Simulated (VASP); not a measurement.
An input for Quantum ESPRESSO's pw.x (written as the equivalent of a VASP run, and not itself run):

```
&CONTROL
  calculation = 'scf'
  pseudo_dir = './pseudo'
  outdir = './out'
  tprnfor = .true.
  tstress = .true.
/
&SYSTEM
  ibrav = 0
  nat = 2
  ntyp = 2
  ecutwfc = 88
  occupations = 'smearing'
  smearing = 'fermi-dirac'
  degauss = 0.0147
  input_dft = 'revpbe'
/
&ELECTRONS
  conv_thr = 7.3e-08
  electron_maxstep = 100
/
ATOMIC_SPECIES
  Na 22.990 Na.upf
  Br 79.904 Br.upf
CELL_PARAMETERS angstrom
     0.0000000    3.0157360    3.0157360
     3.0157360    0.0000000    3.0157360
     3.0157360    3.0157360    0.0000000
ATOMIC_POSITIONS crystal
  Na   0.0000000  0.0000000  0.0000000
  Br   0.5000000  0.5000000  0.5000000
K_POINTS automatic
  4 4 4 0 0 0
```

### Question
Write the VASP files for the same calculation (revPBE).

### Answer
This is not unique; one that fits is 
### INCAR
```
# general
SYSTEM =NaBr
PREC   =Accurate
ENCUT  =300
LREAL  =F
LASPH  =T

# electronic loop
EDIFF  =1E-6
NELM   =100
ALGO   =Normal
LMAXMIX=4

# smearing
ISMEAR =-1
SIGMA  =0.2

# functional
GGA    =RE

# ions
ISIF   =2

# output
LWAVE  =F
LCHARG =F
```

POSCAR:
```
NaBr
1.0
  0.0000000000   3.0157360000   3.0157360000
  3.0157360000   0.0000000000   3.0157360000
  3.0157360000   3.0157360000   0.0000000000
Na Br
1 1
direct
  0.0000000000   0.0000000000   0.0000000000
  0.5000000000   0.5000000000   0.5000000000
```

### KPOINTS
```
Automatic mesh
0
Gamma
4 4 4
0 0 0
```

POTCAR, in this order: Na_pv Br (PBE.64 set). Program: vasp_std.

What does not carry over: the potentials are each code's own (VASP's PAW set, PseudoDojo norm-conserving files in pw.x), so ENCUT and ecutwfc are chosen apart and not converted; conv_thr bounds pw.x's estimated SCF error, while EDIFF bounds the energy change between steps.

The structure comes from a computed database's NaBr entry; how it stands against other phases isn't given here. The cell was not relaxed at this level. The k-mesh is coarse (spacing up to 0.45 per Å, 2π included), so the numbers may not be converged in it. The run is one of a series of settings (SIGMA = 0.2, KPOINTS 4×4×4 Γ-centred mesh against the base run), some of them coarse on purpose.
